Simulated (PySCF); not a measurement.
Several orderings of computed values.

All species are isolated and taken at one optimised geometry, non-relativistic unless stated. Electronic properties by PySCF.

The conformers computed, where there is a choice (atom-mapped SMILES and torsion angles):
- `[CH3:1][S:2][c:3]1[o:4][c:5]([CH3:6])[cH:7][p:8]1`: C1–S2–C3–O4 -179°
- `[CH3:1][CH2:2][CH2:3][CH2:4][CH2:5][OH:6]`: C1–C2–C3–C4 180°, C2–C3–C4–C5 180°, C3–C4–C5–O6 -179°, H–O6–C5–C4 -56°
- `[CH3:1][NH:2][C:3](=[O:4])[CH2:5][CH2:6][CH:7]([F:8])[F:9]`: C1–N2–C3–O4 -1°, N2–C3–C5–C6 175°, C3–C5–C6–C7 69°, C5–C6–C7–F8 178°
- `[CH3:1][CH2:2][CH2:3][O:4][CH2:5][CH3:6]`: C1–C2–C3–O4 180°, C2–C3–O4–C5 180°, C3–O4–C5–C6 180°
- `[CH3:1][CH2:2][CH:3]([OH:4])[CH2:5][CH3:6]`: C1–C2–C3–O4 -60°, C2–C3–C5–C6 -176°, H–O4–C3–C2 -62°
- `[CH3:1][O:2][c:3]1[p:4][cH:5][c:6]([CH3:7])[s:8]1`: C1–O2–C3–P4 180°

The conformers of `C[C@@H]1CO[Si@@](N)(F)O1` aren't listed.

(1) Rank by smallest rotational constant, highest first (GFN2-xTB).
A. `CCCCCO`
B. `CNC(=O)CCC(F)F`
C. `CCCOCC`
D. `CSc1oc(C)cp1`

(2) Rank by lowest triplet excitation (Tamm–Dancoff), highest first (TDA CAM-B3LYP/def2-SVPD at GFN2-xTB geometries).
A. `[NH3+]c1ccccc1`
B. `CCC(O)CC`
C. `CCCOCC`
D. `[SiH3]c1nnc[nH]1`
E. `CCCCCO`

(3) Rank by HOMO–LUMO gap, lowest first (CAM-B3LYP/def2-SVPD at GFN2-xTB geometries).
A. `CCCCCO`
B. `[NH3+]C1=CC=CC=C1`
C. `[nH]1cnnc1[SiH3]`
D. `COc1pcc(C)s1`
E. `O1[Si@@](F)(N)OC[C@H]1C`

(4) Rank by lowest singlet excitation, highest first (TDDFT CAM-B3LYP/def2-SVPD at GFN2-xTB geometries).
A. `COc1pcc(C)s1`
B. `C[C@H]1O[Si@](OC1)(N)F`
C. `C(CC)CCO`
D. `[NH3+]c1ccccc1`

(5) Rank by electronic spatial extent ⟨r²⟩ about the centre of nuclear charge, highest first (CAM-B3LYP/def2-SVPD at GFN2-xTB geometries).
A. `CCC(O)CC`
B. `[SiH3]c1nnc[nH]1`
C. `CCCOCC`
D. `C(CCCO)C`
E. `COc1pcc(C)s1`
F. `[NH3+]C1=CC=CC=C1`

(6) Rank by dipole moment, highest first (CAM-B3LYP/def2-SVPD at GFN2-xTB geometries).
A. `CCCOCC`
B. `COC1=PC=C(C)S1`
C. `[nH]1c(nnc1)[SiH3]`
D. `CCCCCO`
E. `CCC(O)CC`

(7) Give the two extremes of that set in atomic units.

## Answers

(1) C (1.222 GHz), A (1.109 GHz), D (0.766 GHz), B (0.701 GHz).

(2) C (6.99 eV), B (6.80 eV), E (6.65 eV), D (4.83 eV), A (4.19 eV).

(3) D (7.21 eV), B (9.08 eV), C (9.51 eV), E (10.34 eV), A (10.54 eV).

(4) B (7.06 eV), C (6.95 eV), D (5.57 eV), A (4.46 eV).

(5) E (1369 bohr²), D (1071 bohr²), C (1020 bohr²), A (796 bohr²), B (705 bohr²), F (687 bohr²).

(6) C (5.32 D), B (2.81 D), D (1.89 D), E (1.66 D), A (1.10 D).

(7) `CCCOCC`: 0.43 au; `[SiH3]c1nnc[nH]1`: 2.09 au.
